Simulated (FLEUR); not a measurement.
The system is MgSe.

```
Se Mg
1.0
     0.00000    2.72550    2.72550
     2.72550    0.00000    2.72550
     2.72550    2.72550    0.00000
Se Mg
1 1
Direct
  0.50000 0.50000 0.50000
  0.00000 0.00000 0.00000
```

| Quantity | Value |
| --- | --- |
| Program | FLEUR MaX-R8.1 (later development tree) |
| Task | single point |
| Functional | PBEsol |
| Potentials or basis | all-electron |
| Basis | FLAPW |
| Kmax | 4.52 1/bohr |
| k mesh | 8 × 8 × 8 |
| Occupations | fermi-dirac, width 0.05 eV |
| Spin | no spin polarisation |
| Gmax | 14 1/bohr |
| Muffin-tin radii | Se 2.46, Mg 2.17 bohr |
| lmax | Se 10, Mg 9 |
| lnonsphr | Se 10, Mg 9 |
| Local orbitals a species | Se 4, Mg 5 |
| Max iterations | 60 |
| Mixing factor | 0.05 |
| Mixer | Anderson |
| Mixer history | 15 |

On this cell: largest force zero by symmetry; band gap on the k mesh 1.77 eV, indirect (least direct gap 2.50 eV).

The same run follows on a disturbed copy (atoms moved at random, drawn with an rms of 0.05 Å):

```xyz
2
Lattice="0.0000 2.7255 2.7255 2.7255 0.0000 2.7255 2.7255 2.7255 0.0000" Properties=species:S:1:pos:R:3 pbc="T T T"
Se    2.7313    2.6832    2.7022
Mg   -0.0481   -0.0144   -0.0162
```

Q: What does the disturbed cell give?

A: The energy moves by +2.3 meV/atom; largest force 0.151 eV/Å; band gap on the k mesh 1.77 eV, indirect (least direct gap 2.50 eV).

Forces on the atoms (eV/Å):
```
Se  -0.134  0.068  0.017
Mg   0.134 -0.068 -0.017
```

A k mesh can miss the band edges.
